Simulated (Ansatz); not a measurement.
# Ge: one candidate structure

Aim: relax Ge from this start, N type (P2_13, No. 198), and see where it ends.

Computed with Ansatz 0.2.0 (DFT PBE, scalar-relativistic, plane waves, PAW, unless a step's input says otherwise).

## Step 1: Starting point

It takes space group P2_13 (No. 198, cubic). The conventional cell has a = 4.735 Å, b = 4.735 Å, c = 4.735 Å, α = 90.00°, β = 90.00°, γ = 90.00°. Ge (site symmetry 3) has 12 Ge at 3.17 to 3.57 Å as nearest neighbours.

Structure file:

```cif
data_structure
_symmetry_space_group_name_H-M 'P 1'
_symmetry_Int_Tables_number 1
_cell_length_a 4.7351
_cell_length_b 4.7351
_cell_length_c 4.7351
_cell_angle_alpha 90.000
_cell_angle_beta 90.000
_cell_angle_gamma 90.000
_cell_volume 106.17
loop_
_atom_site_label
_atom_site_type_symbol
_atom_site_fract_x
_atom_site_fract_y
_atom_site_fract_z
_atom_site_occupancy
Ge1 Ge 0.03000 0.03000 0.03000 1
Ge2 Ge 0.47000 0.97000 0.53000 1
Ge3 Ge 0.53000 0.47000 0.97000 1
Ge4 Ge 0.97000 0.53000 0.47000 1
```

(A quick probe on a coarse mesh, which set the mesh and smearing, is not shown.)

## Step 3: A loose first relaxation

Input file input.yaml:

```yaml
crystal:
  lattice:
    - [4.7351492461, 0.0, 0.0]
    - [0.0, 4.7351492461, 0.0]
    - [0.0, 0.0, 4.7351492461]
  atoms:
    - { symbol: Ge, position: [0.03, 0.03, 0.03] }
    - { symbol: Ge, position: [0.47, 0.97, 0.53] }
    - { symbol: Ge, position: [0.53, 0.47, 0.97] }
    - { symbol: Ge, position: [0.97, 0.53, 0.47] }
basis:
  ecutwfc: 420
kpoints:
  mp_grid: { grid: [4, 4, 4] }
hamiltonian:
  xc: pbe
scf:
  occupations: { method: gaussian, width: 0.1 }
  lower_state_search: "off"
output:
  forces: true
  stress: true
  eigenvalues: true
relax:
  adjacent_minimum: "off"
  f_tol: 0.04
  max_steps: 70
  cell: { stress_tol: 0.4 }
```

Further runs follow: the relaxation.

What does the calculation give?

As calculated:

```
       quantity                                                                      value
           cell  a = 4.343 Å, b = 4.343 Å, c = 4.343 Å, α = 90.00°, β = 90.00°, γ = 90.00°
    space group                                                            P2_13 (No. 198)
         volume                                                              20.48 Å³/atom
gap on the mesh                                                               none (metal)
```

In words: The space group stayed P2_13, and from the first guess the volume went from 26.54 to 20.48 Å³/atom.
